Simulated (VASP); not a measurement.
A run of VASP 6.6.1 is set up as follows.

INCAR

```
SYSTEM = Zn
ALGO     = Normal         ! electronic algorithm
DIPOL    = 0.5 0.5 0.500
EDIFF    = 1E-6           ! SCF threshold, eV
EDIFFG   = -0.02          ! ionic threshold
ENCUT    = 600            ! plane-wave cutoff, eV
GGA      = PE             ! functional
IBRION   = 2              ! ionic algorithm
IDIPOL   = 3            
ISIF     = 2              ! what is computed and relaxed
ISMEAR   = -1             ! smearing method
LASPH    = .TRUE.         ! aspherical terms in the spheres
LCHARG   = .FALSE.        ! write CHGCAR
LDIPOL   = .TRUE.       
LREAL    = .FALSE.        ! projectors in reciprocal space
LWAVE    = .FALSE.        ! write WAVECAR
NELM     = 60             ! most SCF steps
NSW      = 40             ! ionic steps
PREC     = Accurate       ! precision mode
SIGMA    = 0.05           ! smearing width, eV
```

Contents of KPOINTS:

```
k-points
0
G
  8 8 1
  0 0 0
```

Contents of POSCAR:

```
Zn
1.0
    2.6647980532      0.0000000000      0.0000000000
   -1.3323990266      2.3077828100      0.0000000000
    0.0000000000      0.0000000000     29.8401000000
Zn
7
Selective dynamics
Direct
    0.6666666667      0.3333333334      0.2513396403  F F F
    0.3333333333      0.6666666666      0.3342264269  F F F
    0.6666666667      0.3333333334      0.4171132134  F F F
    0.3333333333      0.6666666666      0.5000000000  T T T
    0.6666666667      0.3333333334      0.5828867866  T T T
    0.3333333333      0.6666666666      0.6657735731  T T T
    0.6666666667      0.3333333334      0.7486603597  T T T
```

Potentials or basis: VASP PAW PBE potentials, release 64 (Zn).

Run with:

```console
$ cat potpaw_PBE.64/Zn/POTCAR > POTCAR
$ mpirun -np 1 vasp_std > vasp.out
```

(1) What does it give for the band gap on the k mesh?

(2) What does it give for the energy gained by relaxing?

Answers

(1) none (metal or under the smearing width).

(2) 1.6 meV/atom.
